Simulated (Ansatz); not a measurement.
# Bond compression in Al$_{2}$Pt

```
CELL_PARAMETERS angstrom
0.00000 2.95500 2.95500
2.95500 0.00000 2.95500
2.95500 2.95500 0.00000
ATOMIC_POSITIONS crystal
Al 0.25000 0.25000 0.25000
Al 0.75000 0.75000 0.75000
Pt 0.00000 0.00000 0.00000
```

The cell is entry 9009032 of the Crystallography Open Database, unrelaxed.

Its shortest bond, of 2.559 Å between atom 1 (Al) and the nearest image of atom 3 (Pt), is scaled by moving both atoms along it, with the cell held and the other atoms too. The force apart is half the difference of the two atoms' forces along the bond; it holds the pull and push of their other neighbours too.

Computed with Ansatz 0.2.0; functional PBE, scalar-relativistic. Settings: a Γ-centred 9×9×9 k mesh, Fermi–Dirac smearing of 0.05 eV, no spin polarisation. Methods: LAPW: all electrons, basis error target 1 meV/atom; PAW: frozen-core files, cutoff 420 eV; crystal datasets: all electrons, by PAW datasets that the program makes for each cell; PAW (partial waves polarizable): frozen-core files, cutoff 420 eV.

Energies are extrapolated to zero smearing and count from the unscaled cell; pressure is positive in compression; gaps take the mesh and a band path. No temperature or zero-point motion is included.

Spin–orbit coupling is left out, which matters for the heavy atoms.

```
bond (Å)  force apart (eV/Å)  P LAPW (GPa)  ΔE LAPW (eV/atom)  P PAW − LAPW (GPa)  ΔE PAW − LAPW (meV/atom)  force PAW − LAPW (eV/Å)
   2.559                0.00          2.40              0.000                0.01                       0.0                    0.000
   2.098                6.30             ?              0.367                0.03                      -0.1                    0.004
   1.791               21.35          40.6              1.644               -0.09                      -1.1                   -0.072
   1.638               38.14          67.4              3.125               -0.11                      -7.4                   -0.104
   1.484               68.67         110.4              5.779                2.82                      18.1                    1.757
```

**Question.** What belongs in the row "2.098", column "P LAPW (GPa)"?

**Answer.** 12.75.

**Question.** At the last bond length, how far do crystal datasets and PAW (partial waves polarizable) lie from LAPW in pressure and in the largest force component?

**Answer.** crystal datasets: 0.00 GPa, 0.001 eV/Å; PAW (partial waves polarizable): +2.76 GPa, 0.996 eV/Å, on a LAPW pressure of 110.4 GPa.

**Question.** How do the Löwdin populations by LAPW change from the unscaled cell to the last row, on the two atoms of the bond?

**Answer.** Al1 3s 0.97 → 1.01, Al1 3p 2.09 → 1.96, Pt3 5s 1.93 → 1.87, Pt3 5d 9.06 → 9.27 electrons an atom. These are projections on the shells that the free atoms fill; 0.16 e a cell lies outside them at the start and 0.20 e at the end.
